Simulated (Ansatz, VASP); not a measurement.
## One calculation of W, two programs

The input POSCAR:

```
W
1.0
   -1.5153286575      1.5983603647      1.5983603647
    1.5983603647     -1.5153286575      1.5983603647
    1.5983603647      1.5983603647     -1.5153286575
W
1
Direct
    0.0000000000      0.0000000000      0.0000000000
```

INCAR.step1

```
SYSTEM = W
ALGO = Normal
EDIFF = 1E-4
ENCUT = 520
GGA = PE
ISMEAR = 0
LASPH = .True.
LCHARG = .False.
LREAL = .False.
LWAVE = .True.
NBANDS = 13
NELM = 60
PREC = Accurate
SIGMA = 0.15
```

Contents of INCAR.step2:

```
SYSTEM = W
ALGO = Normal
EDIFF = 1E-7
ENCUT = 520
ISIF = 2
ISMEAR = 0
ISTART = 1
LASPH = .True.
LCHARG = .False.
LMIXTAU = .True.
LREAL = .False.
LWAVE = .False.
METAGGA = R2SCAN
NBANDS = 13
NELM = 60
PREC = Accurate
SIGMA = 0.15
```

The input KPOINTS:

```
k-points
0
Gamma
  16 16 16
  0 0 0
```

Input for Ansatz:

```yaml
crystal:
  lattice:
    - [-1.5153286575, 1.5983603647, 1.5983603647]
    - [1.5983603647, -1.5153286575, 1.5983603647]
    - [1.5983603647, 1.5983603647, -1.5153286575]
  atoms:
    - { symbol: W, position: [0.0, 0.0, 0.0] }
basis:
  ecutwfc: 500
kpoints:
  mp_grid: { grid: [16, 16, 16] }
hamiltonian:
  xc: r2scan
scf:
  occupations: { method: gaussian, width: 0.15 }
output:
  forces: true
  stress: true
  eigenvalues: true
```

Alike in both runs: task single point; functional r2SCAN; k mesh 16 × 16 × 16; occupations gaussian, width 0.15 eV; no spin polarisation.

|  | VASP | Ansatz |
| --- | --- | --- |
| version | VASP 6.6.1 | Ansatz 0.2.0 |
| potentials or method | VASP PAW PBE potentials, release 64 (W_sv) | scalar-relativistic, plane waves, PAW |
| plane-wave cutoff (eV) | 520 | 500 |
| valence electrons in the cell | 14 | 14 |

Ansatz gave:

- gap on the k mesh at the Fermi level (eV): none
- pressure (GPa): -6.2
- largest component of the traceless stress (GPa): 6.02

Which values does VASP return?

gap on the k mesh at the Fermi level (eV): none; pressure (GPa): -5.1; largest component of the traceless stress (GPa): 6.08.

A gap of «none» marks a metal or a gap that the smearing closes.

Caveats: the PAW data sets were made with another functional, which shifts forces and pressure a little (VASP). The runs have no spin-orbit coupling, so splittings on W are missing.
